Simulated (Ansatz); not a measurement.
**WS2: the cell at several levels of theory**

Cell and atoms of WS2 in the rutile structure are relaxed in turn with PBE and r2SCAN. This is a trial cell built on a prototype, not taken from a measured structure, and it needn't be the compound's ground state.

The runs shown are made with Ansatz 0.2.0. PAW datasets, plane waves, zero pressure. The calculation is spin-unpolarised, and the structure need not be a phase that has been made.

## (1) Starting point

This is the cell as the run starts from it, not yet at rest; its lengths are not the crystal's.

Space group P4_2/mnm (No. 136), tetragonal; a = 6.607 Å, c = 4.361 Å in the conventional setting, 31.73 Å³ an atom. Around W lie 6 S at 2.84–2.85 Å; around S lie 3 W at 2.84–2.85 Å.

The structure in full:

```
CELL_PARAMETERS angstrom
6.60721 0.00000 0.00000
0.00000 6.60721 0.00000
0.00000 0.00000 4.36076
ATOMIC_POSITIONS crystal
W 0.00000 0.00000 0.00000
W 0.50000 0.50000 0.50000
S 0.30500 0.30500 0.00000
S 0.19500 0.80500 0.50000
S 0.80500 0.19500 0.50000
S 0.69500 0.69500 0.00000
```

## (2) PBE: cell and atoms

File input.yaml:

```yaml
crystal:
  lattice:
    - [6.60721362, 0.0, 0.0]
    - [0.0, 6.60721362, 0.0]
    - [0.0, 0.0, 4.3607609892]
  atoms:
    - { symbol: W, position: [0.0, 0.0, 0.0] }
    - { symbol: W, position: [0.5, 0.5, 0.5] }
    - { symbol: S, position: [0.305, 0.305, 0.0] }
    - { symbol: S, position: [0.195, 0.805, 0.5] }
    - { symbol: S, position: [0.805, 0.195, 0.5] }
    - { symbol: S, position: [0.695, 0.695, 0.0] }
kpoints:
  mp_grid: { grid: [4, 4, 6] }
hamiltonian:
  xc: pbe
scf:
  occupations: { method: fermi_dirac, width: 0.02 }
relax:
  f_tol: 0.005
  cell: {}
output:
  write_density: true
  write_potential: true
  elf: true
  volumetric_format: npy
```

On the command line:

```sh
> ansatz run input.yaml --threads 2 --pin off --max-ram 18432MiB --backend cpu --events-out ev --progress --plain --runs-dir out
```

Further steps of the session: r2SCAN: cell and atoms.

**Question.** What will these runs give? Wanted: for each run, a; c; volume; space group; SCF geometries.

**Answer**, as computed:

| level | a (Å) | c (Å) | volume (Å³/atom) | space group | SCF geometries |
| --- | --- | --- | --- | --- | --- |
| PBE | 5.876 | 3.229 | 18.583 | P4_2/mnm | 10 |
| r2SCAN | 5.834 | 3.240 | 18.380 | P4_2/mnm | 4 |

In words: The first relaxation changed the volume by -41.4 % from the start. The volume runs from r2SCAN (least) to PBE (most), a spread of 1.1 %, or 0.4 % in length if all axes shared it alike. The meshes differ: PBE 4×4×6, r2SCAN 4×4×8.
